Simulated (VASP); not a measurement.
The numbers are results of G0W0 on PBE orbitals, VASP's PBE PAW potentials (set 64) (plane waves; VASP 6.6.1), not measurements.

Input for VASP

**INCAR**
```
NOMEGA = 64
SIGMA = 0.01   # width (eV)
ENCUT = 500   # plane-wave cut-off (eV)
ISMEAR = 0
NBANDS = 64
NBANDSGW = 21
LWAVE = F
LREAL = F   # projection in real space or not
LSPECTRALGW = T
PREC = Normal
ALGO = EVGW0
ENCUTGW = 150
GGA = PE   # PBE
SYSTEM = ZnTe
LASPH = T   # aspherical one-centre terms
NELMGW = 1
LCHARG = F
```

### POSCAR
```
ZnTe
4.3133510
  0.0000000000   0.7071068411   0.7071068411
  0.7071068411   0.0000000000   0.7071068411
  0.7071068411   0.7071068411   0.0000000000
Zn Te
1 1
direct
  0.0000000000   0.0000000000   0.0000000000
  0.2500000000   0.2500000000   0.2500000000
```

### KPOINTS
```
K-points
0
gamma
  4 4 4
0 0 0
```

POTCAR, in this order: Zn_sv_GW Te_GW (PBE.64 set). Program: vasp_std. Read from the step before: WAVECAR, WAVEDER.

The run wrote:

File OSZICAR:
```
energies w=
    0.000    0.000    1.304    0.000    2.606    0.000    3.902    0.000
    5.191    0.000    6.470    0.000    7.738    0.000    8.993    0.000
   10.233    0.000   11.458    0.000   12.668    0.000   13.862    0.000
   15.040    0.000   16.204    0.000   17.353    0.000   18.488    0.000
   19.611    0.000   20.723    0.000   21.826    0.000   22.920    0.000
   24.009    0.000   25.093    0.000   26.174    0.000   27.255    0.000
   28.338    0.000   29.424    0.000   30.517    0.000   31.619    0.000
   32.733    0.000   33.861    0.000   35.006    0.000   36.172    0.000
   37.363    0.000   38.581    0.000   39.832    0.000   41.120    0.000
   42.450    0.000   43.827    0.000   45.258    0.000   46.750    0.000
   48.310    0.000   49.949    0.000   51.675    0.000   53.502    0.000
   55.442    0.000   57.511    0.000   59.727    0.000   62.113    0.000
   64.695    0.000   67.502    0.000   70.572    0.000   73.949    0.000
   77.690    0.000   81.862    0.000   86.552    0.000   91.867    0.000
   97.950    0.000  104.984    0.000  113.217    0.000  122.988    0.000
  134.773    0.000  149.264    0.000  167.504    0.000  191.148    0.000
NQ=   1    0.0000    0.0000    0.0000,
 performed        106000 updates of chi_q(r,r)
NQ=   2    0.2500    0.0000    0.0000,
 performed        287000 updates of chi_q(r,r)
NQ=   3    0.5000    0.0000    0.0000,
 performed        447000 updates of chi_q(r,r)
NQ=   4    0.2500    0.2500    0.0000,
 performed        628000 updates of chi_q(r,r)
NQ=   5    0.5000    0.2500    0.0000,
 performed        868000 updates of chi_q(r,r)
NQ=   6   -0.2500    0.2500    0.0000,
 performed       1087000 updates of chi_q(r,r)
NQ=   7    0.5000    0.5000    0.0000,
 performed       1231000 updates of chi_q(r,r)
NQ=   8   -0.2500    0.5000    0.2500,
 performed       1407000 updates of chi_q(r,r)
 resolving degeneracies of screened two electron integrals
```

### OUTCAR
```


 k-point   1 :       0.0000    0.0000    0.0000
  band No.  KS-energies  QP-energies   sigma(KS)   V_xc(KS)     V^pw_x(r,r')   Z            occupation Imag(sigma)

      1    -121.7276    -134.7566     -56.8367     -38.6750     -68.8801       0.7174       2.0000       3.0586
      2     -75.9136     -84.1599     -50.0960     -37.6077     -61.3187       0.6603       2.0000       1.3428
      3     -75.9136     -84.1599     -50.0960     -37.6077     -61.3187       0.6603       2.0000       1.3428
      4     -75.9136     -84.1599     -50.0960     -37.6077     -61.3187       0.6603       2.0000       1.3428
      5      -7.7751      -8.6684     -12.2258     -11.0304     -17.5706       0.7473       2.0000       1.8473
      6      -2.9137      -4.5991     -32.4826     -30.0495     -41.3631       0.6927       2.0000       1.0868
      7      -2.9137      -4.5991     -32.4826     -30.0495     -41.3631       0.6927       2.0000       1.0868
      8      -2.9137      -4.5991     -32.4826     -30.0495     -41.3631       0.6927       2.0000       1.0868
      9      -2.6828      -4.4214     -33.7059     -31.2152     -42.7635       0.6980       2.0000       1.0507
     10      -2.6828      -4.4214     -33.7059     -31.2152     -42.7635       0.6980       2.0000       1.0507
     11       4.0147       3.5312     -13.4899     -12.8792     -15.1955       0.7917       2.0000       0.3512
     12       4.0147       3.5312     -13.4899     -12.8792     -15.1955       0.7917       2.0000       0.3512
     13       4.0147       3.5312     -13.4899     -12.8792     -15.1955       0.7917       2.0000       0.3512
     14       5.2491       6.2333      -9.9113     -11.1396      -6.7462       0.8012       0.0000      -0.3752
     15       8.3949       9.0644      -9.0456      -9.8837      -5.5281       0.7989       0.0000      -0.4900
     16       8.3949       9.0644      -9.0456      -9.8837      -5.5281       0.7989       0.0000      -0.4900
     17       8.3949       9.0644      -9.0456      -9.8837      -5.5281       0.7989       0.0000      -0.4900
     18      11.3121      11.9121      -7.3381      -8.0828      -3.0193       0.8058       0.0000      -0.7137
     19      13.7039      14.4633      -9.1745     -10.1215      -5.0767       0.8018       0.0000      -0.7429
     20      13.7039      14.4633      -9.1745     -10.1215      -5.0767       0.8018       0.0000      -0.7429
     21      14.6025      15.0937      -6.9478      -7.5536      -2.3766       0.8109       0.0000      -0.9301

 k-point   2 :       0.2500    0.0000    0.0000
  band No.  KS-energies  QP-energies   sigma(KS)   V_xc(KS)     V^pw_x(r,r')   Z            occupation Imag(sigma)

      1    -121.7276    -134.7158     -56.8367     -38.6750     -68.8801       0.7151       2.0000       3.0585
      2     -75.9135     -84.1950     -50.0957     -37.6078     -61.3185       0.6632       2.0000       1.3428
      3     -75.9135     -84.1950     -50.0957     -37.6078     -61.3185       0.6632       2.0000       1.3428
      4     -75.9135     -84.1950     -50.0957     -37.6078     -61.3185       0.6632       2.0000       1.3428
      5      -7.3853      -8.2422     -12.4633     -11.3185     -17.7167       0.7485       2.0000       1.7643
      6      -2.8823      -4.5744     -32.6387     -30.1999     -41.5424       0.6938       2.0000       1.0836
      7      -2.8823      -4.5744     -32.6387     -30.1999     -41.5424       0.6938       2.0000       1.0836
      8      -2.8495      -4.5225     -31.8528     -29.4551     -40.5480       0.6978       2.0000       1.0808
      9      -2.6840      -4.4203     -33.6958     -31.2064     -42.7558       0.6975       2.0000       1.0522
     10      -2.6840      -4.4203     -33.6958     -31.2064     -42.7558       0.6975       2.0000       1.0522
     11       0.8953       0.2524     -13.2105     -12.3859     -15.6207       0.7797       2.0000       0.5542
     12       3.5042       2.9842     -13.0399     -12.3808     -14.7801       0.7889       2.0000       0.3739
     13       3.5042       2.9842     -13.0399     -12.3808     -14.7801       0.7889       2.0000       0.3739
     14       6.1163       6.9373      -9.6459     -10.6721      -6.4356       0.8001       0.0000      -0.4004
     15       9.0489       9.7410      -9.1425     -10.0101      -5.5075       0.7977       0.0000      -0.5302
     16       9.0489       9.7410      -9.1425     -10.0101      -5.5075       0.7977       0.0000      -0.5302
     17       9.9131      10.6445      -9.0177      -9.9310      -5.2471       0.8008       0.0000      -0.5867
     18      12.4814      12.9491      -6.8567      -7.4350      -2.5110       0.8088       0.0000      -0.7595
     19      12.6827      13.2890      -8.4357      -9.1899      -4.3875       0.8039       0.0000      -0.7053
     20      12.6827      13.2890      -8.4357      -9.1899      -4.3875       0.8039       0.0000      -0.7053
     21      15.1468      15.9447      -7.9564      -8.9457      -3.3345       0.8065       0.0000      -0.9552

 k-point   3 :       0.5000    0.0000    0.0000
  band No.  KS-energies  QP-energies   sigma(KS)   V_xc(KS)     V^pw_x(r,r')   Z            occupation Imag(sigma)

      1    -121.7276    -134.6872     -56.8368     -38.6750     -68.8803       0.7136       2.0000       3.0583
      2     -75.9137     -84.1236     -50.0953     -37.6077     -61.3181       0.6574       2.0000       1.3428
      3     -75.9137     -84.1236     -50.0953     -37.6077     -61.3181       0.6574       2.0000       1.3428
      4     -75.9137     -84.1236     -50.0953     -37.6077     -61.3181       0.6574       2.0000       1.3428
      5      -6.9019      -7.7097     -12.9835     -11.9038     -18.1708       0.7482       2.0000       1.6535
      6      -2.8587      -4.5536     -32.7478     -30.3042     -41.6651       0.6936       2.0000       1.0801
      7      -2.8587      -4.5536     -32.7478     -30.3042     -41.6651       0.6936       2.0000       1.0801
      8      -2.6765      -4.4148     -33.7550     -31.2653     -42.8320       0.6982       2.0000       1.0545
      9      -2.6765      -4.4148     -33.7550     -31.2653     -42.8320       0.6982       2.0000       1.0545
     10      -2.5331      -4.2369     -33.1512     -30.7221     -42.0492       0.7014       2.0000       1.0614
     11      -1.1667      -1.9963     -11.2760     -10.2083     -14.0616       0.7770       2.0000       0.8050
     12       3.1132       2.5581     -12.7475     -12.0428     -14.5582       0.7878       2.0000       0.3997
     13       3.1132       2.5581     -12.7475     -12.0428     -14.5582       0.7878       2.0000       0.3997
     14       5.7752       6.5384      -9.6480     -10.5990      -6.5286       0.8025       0.0000      -0.3853
     15       9.0593       9.6702      -8.9234      -9.6878      -5.3273       0.7990       0.0000      -0.5259
     16       9.0593       9.6702      -8.9234      -9.6878      -5.3273       0.7990       0.0000      -0.5259
     17      11.5364      11.8755      -6.8217      -7.2420      -2.6291       0.8070       0.0000      -0.7083
     18      13.5984      14.4431      -8.3226      -9.3726      -3.8268       0.8044       0.0000      -0.8935
     19      15.0227      15.9210      -8.3566      -9.4745      -3.7433       0.8036       0.0000      -0.9406
     20      15.0227      15.9210      -8.3566      -9.4745      -3.7433       0.8036       0.0000      -0.9406
     21      16.0483      17.2531      -9.0429     -10.5333      -4.2542       0.8084       0.0000      -1.1014

 k-point   4 :       0.2500    0.2500    0.0000
  band No.  KS-energies  QP-energies   sigma(KS)   V_xc(KS)     V^pw_x(r,r')   Z            occupation Imag(sigma)

      1    -121.7276    -134.7502     -56.8366     -38.6750     -68.8801       0.7170       2.0000       3.0584
      2     -75.9134     -84.2217     -50.0957     -37.6078     -61.3184       0.6653       2.0000       1.3427
      3     -75.9134     -84.2217     -50.0957     -37.6078     -61.3184       0.6653       2.0000       1.3427
      4     -75.9134     -84.2217     -50.0957     -37.6078     -61.3184       0.6653       2.0000       1.3427
      5      -7.2518      -8.0970     -12.5566     -11.4283     -17.7813       0.7492       2.0000       1.7361
      6      -2.8908      -4.5481     -31.4345     -29.0554     -40.0410       0.6966       2.0000       1.0825
      7      -2.8457      -4.5507     -32.8287     -30.3827     -41.7636       0.6971       2.0000       1.0811
      8      -2.8457      -4.5507     -32.8287     -30.3827     -41.7636       0.6971       2.0000       1.0811
      9      -2.6926      -4.4182     -33.5014     -31.0214     -42.5217       0.6958       2.0000       1.0547
     10      -2.6709      -4.4174     -33.7645     -31.2736     -42.8363       0.7012       2.0000       1.0512
     11       1.0039       0.4280     -13.9177     -13.1776     -16.3620       0.7782       2.0000       0.5394
     12       2.7090       2.1166     -12.4525     -11.7000     -14.2984       0.7872       2.0000       0.4184
     13       2.7090       2.1166     -12.4525     -11.7000     -14.2984       0.7872       2.0000       0.4184
     14       6.6653       7.2895      -9.3715     -10.1510      -6.1612       0.8007       0.0000      -0.4188
     15       7.6471       8.2664      -8.8171      -9.5889      -5.4232       0.8024       0.0000      -0.4627
     16      10.6890      11.5189      -9.5196     -10.5627      -5.5748       0.7957       0.0000      -0.6450
     17      10.6890      11.5189      -9.5196     -10.5627      -5.5748       0.7957       0.0000      -0.6450
     18      11.2132      11.8246      -8.3754      -9.1338      -4.5087       0.8062       0.0000      -0.6297
     19      14.4841      15.2964      -8.9239      -9.9361      -4.6499       0.8025       0.0000      -0.8124
     20      14.7373      15.5866      -8.1012      -9.1558      -3.4469       0.8054       0.0000      -0.9462
     21      16.4294      17.0786      -7.0268      -7.8249      -2.3970       0.8134       0.0000      -1.0025

 k-point   5 :       0.5000    0.2500    0.0000
  band No.  KS-energies  QP-energies   sigma(KS)   V_xc(KS)     V^pw_x(r,r')   Z            occupation Imag(sigma)

      1    -121.7277    -134.5672     -56.8368     -38.6750     -68.8803       0.7070       2.0000       3.0582
      2     -75.9137     -84.1111     -50.0951     -37.6077     -61.3180       0.6565       2.0000       1.3428
      3     -75.9137     -84.1111     -50.0951     -37.6077     -61.3180       0.6565       2.0000       1.3428
      4     -75.9137     -84.1111     -50.0951     -37.6077     -61.3180       0.6565       2.0000       1.3428
      5      -6.7587      -7.5577     -13.1425     -12.0771     -18.3158       0.7500       2.0000       1.6234
...
```
(Selected blocks of OUTCAR.)

The mesh is coarse and the basis finite, so the quasiparticle values are not converged. VASP warned that its frequency grid is unfit for quasiparticle energies.

The compound is ZnTe in the zinc blende structure. The cell was not relaxed at this level. The k-mesh is coarse (spacing up to 0.45 per Å, 2π included), so the numbers may not be converged in it.
